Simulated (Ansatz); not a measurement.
Method: Ansatz 0.2.0, DFT PBE, scalar-relativistic, plane waves, PAW. Settings: cutoff 420 eV, Γ-centred meshes spaced at most about 0.3 Å⁻¹, and about 0.25 Å⁻¹ or finer for metals (2π included), Gaussian smearing. No spin polarisation.

Each guess is relaxed in cell and atoms at zero pressure, on a coarse mesh first where it starts far from rest and then on a converged one. The steps can't lower the symmetry of the start, but it can rise. Energies are static (0 K, no zero-point motion).

Two unrelaxed guesses for Al4P:

A.

```
Al P
1.0
     0.00000    3.80317    3.80317
     3.80317    0.00000    3.80317
     3.80317    3.80317    0.00000
Al P
4 1
Cartesian
  4.7159 4.7159 6.6936
  4.7159 6.6936 4.7159
  6.6936 4.7159 4.7159
  6.6936 6.6936 6.6936
  0.0000 0.0000 0.0000
```

B.

```
Al P
1.0
     3.60031    0.00000    0.00000
    -1.80015    3.11796    0.00000
     0.00000    0.00000    8.46809
Al P
4 1
Direct
  0.00000 0.00000 0.10699
  0.00000 0.00000 0.89301
  0.00000 0.00000 0.29086
  0.00000 0.00000 0.70914
  0.00000 0.00000 0.50000
```

**Question.** Do they relax into the same structure? If not, which is lower?

**Answer.** No. B ends lower, by 0.34 eV/atom. A: F-43m at 22.0 Å³/atom → F-43m at 38.3 Å³/atom; B: P6/mmm at 19.0 Å³/atom → P6/mmm at 17.8 Å³/atom. Counting Al atoms around P (those within 1.25 times the shortest such distance or 1.15 times the sum of covalent radii, 1.27 where that leaves under three), the end of A has P 4 and the end of B has P 2. End of A. Conventional cell: a = 9.148 Å. Al is surrounded by 1 P at 2.37 Å and 3 Al at 2.61 Å; P has 4 Al at 2.37 Å. End of B. Conventional cell: a = 2.764 Å, c = 13.463 Å. Around Al on its first site lie 8 Al at 2.76–2.83 Å; around Al on its second site lie 1 P at 2.50 Å and 7 Al at 2.76–2.83 Å; P is surrounded by 2 Al at 2.50 Å and 6 P at 2.76 Å.

Ends held by symmetry can be saddle points. Neither end is the lowest form computed: that has space group I4/mmm (No. 139) and lies 24 meV/atom below the better end. Even the lowest of the cells shown lies +0.19 eV/atom against the elements. Some types were kept out of the candidates beforehand, so the set may lack a known form.
